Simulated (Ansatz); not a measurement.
In doubt: masses and optical values from hybrid runs of this build are listed as unsure, which bears on the screening that GW takes from such a start.

Rows from a G0W0 calculation on GaN (F-43m) (Ansatz 0.2.0; G0W0 on PBE0, plane waves, PAW; 10×10×10 mesh, 205 empty bands, screening to 250 eV, hard PAW files), in eV. Spin-orbit coupling is left out.

| row | k | band | start | Σx | Σc at the solution | Vxc |
| --- | --- | --- | --- | --- | --- | --- |
| A | Γ | c1 | 13.499 | -10.932 | -3.729 | -14.585 |
| B | Γ | c2 | 22.524 | -7.618 | -4.949 | -12.513 |
| C | Γ | v1 | 9.852 | -23.597 | 2.357 | -21.145 |

Q: Give the quasiparticle energies and the shift of each level.

The quasiparticle equation reads E = start + Σx + Σc(E) − Vxc.

| row | E (eV) | shift (eV) |
| --- | --- | --- |
| A | 13.424 | −0.075 |
| B | 22.470 | −0.055 |
| C | 9.757 | −0.095 |

Limits: not at the basis limit; no spin-orbit coupling.

[Runs of the session that timed out or met a known fault of the program may be left out.]

[Cells called generated may have been cut or substituted from an entry of the Crystallography Open Database or the Materials Project.]

[Hosts, paths, dates, database ids (printed as entryN), source tags and the programs' standing remarks are cut or masked in the printed files.]
